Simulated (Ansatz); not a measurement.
Relaxed-ion elastic tensor of Sb2Te3 in space group R-3m (No. 166; Sb on 6c, Te on 3a, Te on 6c) in GPa (Voigt order), PBE (plane waves, PAW; program Ansatz); density 6.10 g/cm³, 34.10 Å³ per atom.

```
63.4  15.6  10.9  -6.2   0.0   0.0
15.6  63.4  10.9   6.2   0.0   0.0
10.9  10.9  14.8   0.0   0.0   0.0
-6.2   6.2   0.0  12.0   0.0   0.0
 0.0   0.0   0.0   0.0  12.0  -6.2
 0.0   0.0   0.0   0.0  -6.2  23.9
```

Problem. Is the crystal mechanically stable?

Solution. Yes: the smallest eigenvalue of C is 9.3 GPa.

Problem. Work out the Voigt, Reuss and Hill averages.

Solution. K_V = 24.1, K_R = 14.3, K_H = 19.2; G_V = 16.5, G_R = 11.2, G_H = 13.9 GPa.

Problem. Give Young's modulus, Poisson's ratio, Pugh's ratio and the universal anisotropy index.

Solution. E = 9KG/(3K + G) = 33.5 GPa; ν = 0.21; K/G = 1.38 (brittle by the Pugh limit of 1.75); A_U = 5G_V/G_R + K_V/K_R − 6 = 3.02.

Problem. Estimate the sound speeds and the Debye temperature.

Solution. v_l = √((K + 4G/3)/ρ) = 2490 m/s, v_t = √(G/ρ) = 1510 m/s, mean 1670 m/s; Θ = (h/k)(3n/4πV)^(1/3) v_m = 153 K.

Problem. Solve the Christoffel equation for the three sound speeds along x, y, z.

Solution. Eigenvalues of C_ijkl n_j n_l equal ρv². In km/s, slowest first: x 1.24, 2.08, 3.22; y 1.36, 1.98, 3.24; z 1.40, 1.40, 1.56.

Problem. How much does each axis shrink under pressure?

Solution. Linear compressibilities β_i = Σ_j S_ij (j = 1 to 3): x 4.1, y 4.1, z 62 per TPa.

The cell was relaxed with PBE under the symmetry of its start. Spin–orbit coupling is left out wherever it is not named.

Potentials: the later of the program's two PAW sets.
